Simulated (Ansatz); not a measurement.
Ge: opening a crack plane

Ge, Fmmm, a = 5.224 Å, b = 5.702 Å, c = 9.873 Å. This isn't the element's structure at ambient conditions. Ansatz: PBEsol, PAW, 420 eV, Γ-centred 12×12×5 mesh on 8 atoms, Gaussian smearing 0.15 eV; no spin polarisation. One cut on (001) per cell of 8 atoms is opened rigidly by x, between planes of Ge and Ge that stand 2.21 Å apart; y is the energy per area (14.895 Å², 1 eV/Å² = 16.02 J/m²).

```
x (Å) y (J/m²)
 0.00     0.000
 0.25         ?
 0.50     0.326
 1.00     0.760
 2.00     1.211
 3.00     1.321
 6.00     1.341
```

Question: Fit the universal binding curve y = W[1 − (1 + x/l) e^(−x/l)] to the other rows, give the peak stress, and predict the missing value.

Answer: Least squares gives W = 1.35 J/m² and l = 0.527 Å. The stress dy/dx peaks at x = l with W/(e l) = 9.4 GPa, for rigid faces. At x = 0.25: x/l = 0.474, y = 0.111 J/m². The run gave 0.109 J/m², so the fit is 0.002 J/m² too high, within the rms miss on the fitted rows (0.006 J/m²).

Cost: 8 runs of about 16 core-minutes in all, on Arm Neoverse V2 (shared hosts).